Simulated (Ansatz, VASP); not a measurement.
## Re in VASP and in Ansatz

```xyz
1
Lattice="0.0000 2.0010 2.0010 2.0010 0.0000 2.0010 2.0010 2.0010 0.0000" Properties=species:S:1:pos:R:3 pbc="T T T"
Re    0.0000    0.0000    0.0000
```

Change from the starting cell: volume scaled by 1.04.

Alike in both runs: task single point; functional PBE; k mesh 12 × 12 × 12; occupations fermi-dirac, width 0.05 eV; no spin polarisation.

|  | VASP | Ansatz |
| --- | --- | --- |
| version | VASP 6.6.1 | Ansatz 0.2.0 |
| potentials or method | VASP PAW PBE potentials, release 64 (Re) | Ansatz PAW |
| plane-wave cutoff (eV) | 520 | 420 |
| valence electrons in the cell | 7 | 15 |

```tsv
	VASP	Ansatz	Ansatz less VASP
gap on the k mesh at the Fermi level (eV)	none	none	-
pressure (GPa)	-21.4	-20.6	+0.82
```

A gap of «none» marks a metal or a gap that the smearing closes. The two sets of potentials don't hold the same shells in valence.

The runs have no spin-orbit coupling, so splittings on Re are missing.
